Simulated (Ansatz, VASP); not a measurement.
## One calculation of Eu, two programs

```
CELL_PARAMETERS angstrom
0.00000 2.18266 2.18266
2.18266 0.00000 2.18266
2.18266 2.18266 0.00000
ATOMIC_POSITIONS crystal
Eu 0.00000 0.00000 0.00000
```

Alike in both runs: functional LDA; k mesh 15 × 15 × 15; occupations fermi-dirac, width 0.1 eV; collinear spin.

Ansatz relaxed the structure, and its values are those at the end. VASP's run is a single point on that final structure, the one shown.

```csv
,VASP,Ansatz
version,VASP 6.6.1,Ansatz 0.2.0
potentials or method,"VASP PAW PBE potentials, release 64 (Eu), cutoff 520 eV","all-electron LAPW, scalar-relativistic"
```

|  | VASP | Ansatz | Ansatz less VASP |
| --- | --- | --- | --- |
| pressure (GPa) | 21.8 | 22.0 | +0.24 |
| net moment per atom (μB) | 6.91 | 6.96 | +0.050 |
| size of the moment on the site where the two differ most (μB) | 6.56 | 6.80 | +0.242 |

Site moments also hang on the region over which each program counts them. Ansatz ran all-electron here, so the differences hold the error of VASP's frozen core and of both bases.

Caveats: so large a pressure means that the cell lies far from this level's equilibrium, or that cutoff or potentials fall short (VASP); the potentials were made for another functional, which shifts forces and pressure (VASP). The state reached can hang on the start; a lower one may exist.
